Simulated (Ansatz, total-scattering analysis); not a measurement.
**Isotope substitution on Ca in CaP2O6**

Two samples of CaP2O6 (Ca 11.1, P 22.2, O 66.7 atom %; 1500 K, fixed volume (mean pressure 0.7 GPa); ρ₀ = 0.0631 Å⁻³) differ only in the isotope of Ca: 40Ca (b = 4.78 fm) and 44Ca (b = 1.42 fm). Other lengths: P 5.13, O 5.8037 fm. The data are simulated by ab initio molecular dynamics with Ansatz (PBE, plane waves, PAW set soft_1, Langevin thermostat, no spin, fixed volume). The average runs over 0.57 ps of 72 atoms, so shells between rare elements are rough. Mean temperature 1426 K, largest m.s.d. 1.00 Å², energy drift -2 meV an atom (last third less first, no steady trend), Langevin friction 10 ps⁻¹; the first quarter of the run is discarded. Preparation: last frame of a classical run of this cell, a melt, rescaled to the set density, then 0.3 ps at 1650 K with a cheaper basis and a friction of 10 ps⁻¹ (mean temperature of the first stage 1745 K), too short to forget the start in full. So short a stretch relaxes bonds and nearest shells but still remembers its start. It is a melt by its history, in a run too short to show flow. The partials come from the cell's reciprocal vectors below 4 Å⁻¹ and from g(r) above; absorption, incoherent and inelastic scattering are left out. F(Q) = Σ ci cj bi bj (Sij − 1), in barn per steradian and atom:

| Q (Å⁻¹) | 40Ca | 44Ca | difference |
| --- | --- | --- | --- |
| 0.9 | -0.150 | -0.100 | -0.050 |
| 1.2 | -0.128 | -0.071 | -0.056 |
| 1.5 | -0.054 | -0.040 | -0.014 |
| 1.8 | 0.003 | 0.014 | -0.011 |
| 2.1 | -0.053 | -0.041 | -0.012 |
| 2.4 | -0.097 | -0.081 | -0.016 |
| 2.7 | -0.035 | -0.030 | -0.005 |
| 3.0 | -0.024 | -0.039 | 0.016 |
| 3.3 | -0.020 | -0.039 | 0.020 |
| 3.6 | -0.021 | -0.031 | 0.010 |
| 3.9 | -0.040 | -0.041 | 0.001 |
| 4.2 | -0.028 | -0.025 | -0.003 |
| 4.5 | -0.009 | -0.001 | -0.008 |
| 4.8 | 0.021 | 0.033 | -0.011 |
| 5.1 | 0.064 | 0.071 | -0.007 |
| 5.4 | 0.093 | 0.090 | 0.003 |
| 5.7 | 0.074 | 0.066 | 0.008 |
| 6.0 | 0.017 | 0.011 | 0.006 |
| 6.3 | -0.036 | -0.037 | 0.001 |
| 6.6 | -0.059 | -0.058 | -0.001 |
| 6.9 | -0.061 | -0.061 | -0.001 |
| 7.2 | -0.049 | -0.048 | -0.001 |
| 7.5 | -0.021 | -0.019 | -0.002 |
| 7.8 | 0.009 | 0.012 | -0.003 |
| 8.1 | 0.024 | 0.026 | -0.001 |
| 8.4 | 0.023 | 0.022 | 0.001 |
| 8.7 | 0.017 | 0.015 | 0.002 |
| 9.0 | 0.013 | 0.012 | 0.002 |
| 9.3 | 0.011 | 0.010 | 0.001 |
| 9.6 | 0.009 | 0.008 | 0.001 |
| 9.9 | 0.006 | 0.006 | -0.001 |
| 10.2 | 0.002 | 0.004 | -0.001 |
| 10.5 | -0.003 | -0.002 | -0.001 |
| 10.8 | -0.010 | -0.010 | 0.000 |

The first difference in real space, ΔG(r), in barn (from the pair functions, so without the broadening of a finite Q range):

```
r (Å)  first difference G(r)
 1.54                 -0.040
 1.62                 -0.040
 1.70                 -0.040
 1.78                 -0.040
 1.86                 -0.039
 1.94                 -0.034
 2.02                 -0.019
 2.10                  0.012
 2.18                  0.036
 2.26                  0.040
 2.34                  0.040
 2.42                  0.031
 2.50                  0.015
 2.58                  0.009
 2.66                  0.005
 2.74                 -0.004
 2.82                 -0.008
 2.90                 -0.012
 2.98                 -0.014
 3.06                 -0.014
 3.14                 -0.018
 3.22                 -0.010
 3.30                 -0.007
 3.38                 -0.004
 3.46                 -0.001
 3.54                  0.006
 3.62                  0.006
 3.70                  0.011
 3.78                  0.009
 3.86                  0.007
 3.94                  0.002
 4.02                  0.002
 4.10                  0.002
 4.18                  0.003
 4.26                  0.007
 4.34                  0.006
 4.42                  0.005
 4.50                  0.013
 4.58                  0.014
 4.66                  0.010
 4.74                  0.008
```

Q: What does the difference say of the neighbours of Ca?

Pairs without Ca cancel. ΔG(r) = Σ W [g(r) − 1] with W = 2 c(Ca) c(j) b(j) Δb, and c(Ca)² (b₁² − b₂²) for Ca–Ca: Ca–Ca 0.0026, Ca–P 0.0085, Ca–O 0.0289 barn. At small r, ΔG → −ΣW = -0.040; in this finite cell the Ca–Ca term carries (N − 1)/N with N = 8 atoms of Ca, which gives -0.040.

The first feature, at 2.22 Å, is Ca–O. n = 4πρ₀ c(O)/W ∫ r² [ΔG − ΔG(0)] dr up to 3.12 Å gives 6.2 O around each Ca; the coordinates give 5.68 up to 3.12 Å; other pairs of Ca reach into the range with their own weights.

Shells of Ca from the coordinates: Ca–O at 2.22 Å, 5.7 neighbours to 3.12 Å, a soft count; Ca–P at 3.59 Å, 5.5 neighbours to 4.32 Å, a soft count; Ca–Ca at 4.04 Å, 3.4 neighbours to 5.26 Å, a soft count (first peaks with a usable minimum only).

[Logs are printed without paths, hosts, clocks, repeated set-up lines and the standing remarks that a program may print on its own settings, such as how far it seeks lower states.]
